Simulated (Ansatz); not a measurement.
## TiSi2 under pressure: fit and missing row

TiSi2, Fddd, a = 4.808 Å, b = 8.270 Å, c = 8.559 Å. Ansatz: PBE, PAW, 420 eV, Γ-centred 10×10×10 mesh on 6 atoms, Gaussian smearing 0.10 eV; no spin polarisation. Cell and atoms are relaxed at each pressure, and no other structure is tried, so the rows at high pressure may lie past a change of phase.

| V (Å³/atom) | P (GPa) |
| --- | --- |
| ? | 60.00 |
| 12.157 | 29.97 |
| 12.979 | 14.99 |
| 13.472 | 8.00 |
| 13.892 | 3.00 |
| 14.180 | 0.00 |
| 14.502 | -2.98 |

Take V0 = 14.180 Å³/atom, fit the third-order Birch–Murnaghan form to the other rows, and predict the missing volume.

With the Eulerian strain f = ½[(V0/V)^(2/3) − 1] and y = P/[3f(1 + 2f)^(5/2)], the form is the line y = B0 + 1.5 B0 (B0′ − 4) f. Rows (f, y): 0.05403, 143.1; 0.03039, 141.9; 0.01737, 141.0; 0.00689, 140.3; -0.00743, 138.8. Means f = 0.02025, y = 141.02; Σ(Δf)² = 0.002197, ΣΔfΔy = 0.1503; the slope is their ratio. y = 139.6 + 68.42 f GPa, so B0 = 139.6 GPa and B0′ = 4 + 2 × (68.42)/(3 × 139.6) = 4.33. P = 60.00 GPa is met at f = 0.09050 (y = 145.79), so V = V0 (1 + 2f)^(−3/2) = 11.048 Å³/atom. The run gave 11.029 Å³/atom, so the fit is 0.019 Å³/atom too high, 0.55 % of the span of the series, against an rms of 0.001 Å³/atom on the fitted rows. The row lies outside the fitted range. The points of y bend away from a line: a fourth-order term fitted to them gives P = 59.75 GPa at this row's volume (the line 60.65, the run 60.00).